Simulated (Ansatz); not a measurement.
**Sr (P6_3/mmc)**

All numbers below come from DFT PBE, scalar-relativistic, plane waves, PAW in Ansatz.

Cutoff 420 eV; k points 12×12×4 on the computed 4-atom cell (Γ-centred); Gaussian smearing, width 0.10 eV; no spin polarisation.

The structure is relaxed at this level of theory with its symmetry kept. This form isn't the element's structure at ambient conditions.

Space group P6_3/mmc (No. 194). a = 4.263 Å, b = 4.263 Å, c = 13.977 Å, α = 90.00°, β = 90.00°, γ = 120.00°
| atom | site | symmetry | x | y | z |
| --- | --- | --- | --- | --- | --- |
| Sr | 2a | -3m. | 0.0000 | 0.0000 | 0.0000 |
| Sr | 2c | -6m2 | 0.3333 | 0.6667 | 0.2500 |

- Space group: P6_3/mmc (No. 194)
- Volume per atom: 54.99 Å³
- Formation energy from the elements' standard states (uncorrected): +0.002 eV/atom
- Kohn–Sham band gap: none (metal)
- Density of states at the Fermi level: 3.32 states/eV per cell
- Bulk modulus: 11.6 GPa
- Its pressure derivative: 3.2
- Bader charges (e): Sr (2 in the cell) -0.02, Sr (2 in the cell) 0.02